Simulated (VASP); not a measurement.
A run of VASP 6.6.1:

File POSCAR:

```
Os
1.0
    1.9678468814     -4.1221787531      0.0000000000
    1.9678468814      4.1221787531      0.0000000000
    0.0000000000      0.0000000000      3.9167999330
Os
4
Direct
    0.1509978107      0.8490021893      0.9999998795
    0.6509978107      0.3490021893      0.5000001205
    0.8490021893      0.1509978107      0.0000001205
    0.3490021893      0.6509978107      0.4999998795
```

File INCAR.step1:

```
SYSTEM = Os
  PREC = Accurate
  ENCUT = 520
  ISMEAR = 0
  SIGMA = 0.1
  LREAL = .FALSE.
  LASPH = .TRUE.
  NELM = 100
  NBANDS = 24
  GGA = PE
  ALGO = Normal
  EDIFF = 1E-4
  LWAVE = .TRUE.
  LCHARG = .FALSE.
```

INCAR.step2

```
SYSTEM = Os
  PREC = Accurate
  ENCUT = 520
  EDIFF = 1E-6
  ISMEAR = 0
  SIGMA = 0.1
  LREAL = .FALSE.
  LASPH = .TRUE.
  NELM = 100
  ALGO = Normal
  ISIF = 2
  LWAVE = .FALSE.
  LCHARG = .FALSE.
  METAGGA = R2SCAN
  LMIXTAU = .TRUE.
  NBANDS = 24
  ISTART = 1
```

The input KPOINTS:

```
Automatic mesh
0
G
  6 6 4
  0 0 0
```

Potentials or basis: VASP PAW PBE potentials, release 64 (Os).

Command:

```bash
$ cat potpaw_PBE.64/Os/POTCAR > POTCAR
$ cp INCAR.step1 INCAR
$ mpirun -np 1 vasp_std > vasp.out
$ cp INCAR.step2 INCAR
$ mpirun -np 1 vasp_std > vasp.out
```

Hardware: 1 thread of Intel(R) Xeon(R) Platinum 8259CL CPU @ 2.50GHz (Skylake/Cascade Lake), with other jobs on the host.

Q: How long does it take, and how much memory?

A: Run time: 3.5 min on 1 thread of Intel(R) Xeon(R) Platinum 8259CL CPU @ 2.50GHz (Skylake/Cascade Lake), with other jobs on the host, peak memory 0.22 GiB. Counts: scf iterations 9, k points 39.
